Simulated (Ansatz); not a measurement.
## N: frozen-core PAW against all-electron methods

```
N
1.0
     5.70549    0.00000    0.00000
     0.00000    5.70549    0.00000
     0.00000    0.00000    5.64900
N
4
Direct
  0.03000 0.03000 0.03000
  0.47000 0.97000 0.53000
  0.53000 0.47000 0.97000
  0.97000 0.53000 0.47000
```

Atoms are numbered in the order listed.

The geometry is COD entry 9012480, unchecked; take it as a test cell. The listed cell was then made from it by scaling, straining or moving an atom.

All numbers are computed: DFT, PBEsol, PAW with Ansatz's default frozen-core files, scalar-relativistic (Ansatz 0.2.0); DFT, PBEsol, all-electron PAW with datasets made for the crystal, scalar-relativistic (Ansatz 0.2.0); DFT, PBEsol, all-electron LAPW, scalar-relativistic (Ansatz 0.2.0).

For PAW: a Γ-centred 4×4×4 k mesh, Fermi–Dirac smearing of 0.02 eV, cutoff 420 eV, no spin polarisation; the PAW files were made with PBE, and the program remakes their frozen cores for this functional. The crystal-made all-electron datasets (AE datasets) take a cutoff of 140 eV at this cell. LAPW targets a basis error of 1 meV/atom. The Ansatz runs share mesh, smearing and spin set-up. Plane-wave (PAW) pressures include the program's estimate of the Pulay term.

Stress and pressure are positive in compression.

The change that made this cell: equal xx and yy strain of +1 %.

```json
{"quantity": "pressure (GPa)", "PAW": "-3.92", "AE datasets": "-3.90", "LAPW": "-3.90"}
{"quantity": "stress xx (GPa)", "PAW": "-3.89", "AE datasets": "-3.88", "LAPW": "-3.88"}
{"quantity": "stress zz (GPa)", "PAW": "-3.97", "AE datasets": "-3.95", "LAPW": "-3.95"}
{"quantity": "force on N1, x (eV/Å)", "PAW": "0.229", "AE datasets": "0.228", "LAPW": "0.228"}
```

PAW's pressure differs from the LAPW value by -0.02 GPa.
